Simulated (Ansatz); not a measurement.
As:

```
CELL_PARAMETERS angstrom
1.88080 1.08588 3.51406
-1.88080 1.08588 3.51406
0.00000 -2.17176 3.51406
ATOMIC_POSITIONS crystal
As 0.22600 0.22600 0.22600
As 0.77400 0.77400 0.77400
```

```yaml
Program: Ansatz 0.2.0
Task: relaxation of cell and atoms
Functional: PBE
Dispersion: D3(BJ)
Potentials_or_basis: Ansatz PAW
Cutoff: "420 eV (not typed: the program's choice for these potentials)"
k_mesh: 9 × 9 × 9
Occupations: fermi-dirac, width 0.05 eV
Spin: no spin polarisation
```

At the start: volume 21.53 Å³/atom.

How do energy, volume and symmetry change on relaxing?

It ends after 6 steps and the volume is 20.90 Å³/atom (-2.9 %); space group R-3m (No. 166, to 0.05 Å).

The path:
```
step  energy change (eV)  largest force (eV/Å)  volume (Å³)
   1              0.0000                0.4273        43.06
   2             -0.0050                0.2490        41.07
   3             -0.0186                0.0834        42.05
   4             -0.0201                0.0112        41.93
   5             -0.0202                0.0025        41.80
   6             -0.0201                0.0026        41.80
```

Final structure:
```yaml
crystal:
  lattice:
    - [1.89264, 1.09272, 3.36856]
    - [-1.89264, 1.09272, 3.36856]
    - [0.00000, -2.18543, 3.36856]
  atoms:
    - { symbol: As, position: [0.23015, 0.23015, 0.23015] }
    - { symbol: As, position: [0.76985, 0.76985, 0.76985] }
```

Caveat: the plane-wave basis is chosen anew once the cell has moved, so the energies of steps on either side of that aren't comparable.
